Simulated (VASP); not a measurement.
Write the native input for VASP 6.6.1 that does the following.

```
Task                               : single point
Functional                         : HSE06
Potentials or basis                : VASP PAW PBE potentials, release 64 (Li_sv, H)
Cutoff                             : 520 eV
k mesh                             : 8 × 8 × 8
Occupations                        : gaussian, width 0.01 eV
Spin                               : no spin polarisation
Dipole correction                  : no
Exchange at q = 0                  : truncated
Grid for exact exchange (PRECFOCK) : Normal
Screening parameter                : 0.2079 1/A
Further INCAR settings             : ALGO = Normal; EDIFF = 1e-06; NBANDS = 9
```

The system is LiH.

```
Li H
1.0
    -0.02188    2.14512    2.14512
     2.14512   -0.02188    2.14512
     2.12324    2.12324    0.00000
Li H
1 1
Direct
  0.99836 0.99836 0.00164
  0.25164 0.25164 0.24836
```

The cell was built by a generator and needn't be a form met in nature.

The cell isn't the ideal one: shear_xy strain -2.0%.

The input as run:

POSCAR

```
LiH
1.0
   -0.0218802445      2.1451220099      2.1451220099
    2.1451220099     -0.0218802445      2.1451220099
    2.1232417654      2.1232417654      0.0000000000
Li H
1 1
Direct
   -0.0016352667     -0.0016352667      0.0016352667
    0.2516352667      0.2516352667      0.2483647333
```

INCAR.step1

```
PREC = Accurate
ENCUT = 520
EDIFF = 1E-5
ISMEAR = 0
SIGMA = 0.01
LREAL = False
LASPH = True
NELM = 100
ALGO = Normal
ISIF = 2
LWAVE = True
LCHARG = False
NBANDS = 9
GGA = PE
```

INCAR.step2

```
PREC = Accurate
ENCUT = 520
EDIFF = 1E-6
ISMEAR = 0
SIGMA = 0.01
LREAL = False
LASPH = True
NELM = 100
ALGO = Normal
ISIF = 2
LWAVE = False
LCHARG = False
GGA = PE
LHFCALC = True
HFSCREEN = 0.2079
PRECFOCK = Normal
NBANDS = 9
ISTART = 1
```

KPOINTS

```
regular mesh
0
Gamma
  8 8 8
```

Potentials or basis: VASP PAW PBE potentials, release 64 (Li_sv, H).

The run is started by

```bash
$ cat potpaw_PBE.64/Li_sv/POTCAR potpaw_PBE.64/H/POTCAR > POTCAR
$ cp INCAR.step1 INCAR
$ mpirun -np 1 vasp_std > vasp.out
$ cp INCAR.step2 INCAR
$ mpirun -np 1 vasp_std > vasp.out
```

It gave:

```yaml
Band_gap_on_the_k_mesh: 5.21 eV, indirect (least direct gap 6.39 eV)
```

It took 7.4 min on 1 thread of Intel(R) Xeon(R) 6975P-C (Granite Rapids) (shared host), peak memory 0.26 GiB.
